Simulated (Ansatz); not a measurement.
# ZnO: the cost of one run

Computed with Ansatz 0.2.0 (DFT PBEsol, scalar-relativistic, plane waves, PAW, unless a step's input says otherwise).

19 further runs of the same task are left out: 19 set aside as unsound or not needed.

### 1 The starting structure

It takes space group P6_3mc (No. 186, hexagonal). The conventional cell has a = 3.231 Å, b = 3.231 Å, c = 5.215 Å, α = 90.00°, β = 90.00°, γ = 120.00°. Around Zn (site symmetry 3m) lie 4 O at 1.97 to 1.98 Å. O (site symmetry 3m) has 4 Zn at 1.97 to 1.98 Å as nearest neighbours.

As a file:

```cif
data_structure
_symmetry_space_group_name_H-M 'P 1'
_symmetry_Int_Tables_number 1
_cell_length_a 3.2309
_cell_length_b 3.2309
_cell_length_c 5.2154
_cell_angle_alpha 90.000
_cell_angle_beta 90.000
_cell_angle_gamma 120.000
_cell_volume 47.15
loop_
_atom_site_label
_atom_site_type_symbol
_atom_site_fract_x
_atom_site_fract_y
_atom_site_fract_z
_atom_site_occupancy
Zn1 Zn 0.33333 0.66667 0.00158 1
Zn2 Zn 0.66667 0.33333 0.50158 1
O1 O 0.33333 0.66667 0.38052 1
O2 O 0.66667 0.33333 0.88052 1
```

This cell was relaxed beforehand with the same method: volume 11.79 Å³/atom, gap on the mesh 0.70 eV.

### 2 Plan of the line

Atoms count from 1 in the order of the input.

The energy is mapped over a free internal coordinate and the cell.

- shift of O3 along [0 0 1], its symmetry partners moved as symmetry demands (measured in the relaxed cell): 7 values from −0.236 to 0.236 Å
- c/a of the conventional cell at fixed volume: 7 values from 1.485 to 1.743

Nothing else is relaxed (all other coordinates fixed). Energies count from the relaxed crystal. Points are written as (first, second).

### 3 Grid point (−0.236 Å, 1.743)

Input file input.yaml:

```yaml
crystal:
  lattice:
    - [3.1491219313, 0.0, 0.0]
    - [-1.5745609656, 2.7272195921, 0.0]
    - [0.0, 0.0, 5.4898642628]
  atoms:
    - { symbol: Zn, position: [0.3333333333, 0.6666666667, 0.0015754469] }
    - { symbol: Zn, position: [0.6666666667, 0.3333333333, 0.5015754469] }
    - { symbol: O, position: [0.3333333333, 0.6666666667, 0.3352736727] }
    - { symbol: O, position: [0.6666666667, 0.3333333333, 0.8352736727] }
basis:
  ecutwfc: 520.0
kpoints:
  mp_grid: { grid: [9, 9, 6] }
hamiltonian:
  xc: pbesol
  pseudopotentials: { kind: paw, azcp: { folder: soft_1 } }
scf:
  occupations: { method: gaussian, width: 0.05 }
output:
  forces: true
  stress: true
  eigenvalues: true
```

Command:

```bash
$ ansatz run input.yaml --threads 1 --pin off --max-ram 2048MiB --backend cpu --events-out ev --progress --plain --runs-dir out
```

Q: Estimate wall time and peak memory on 1 thread of Arm Neoverse N1, shared host.

About 16 s, with a peak of 0.35 GiB.
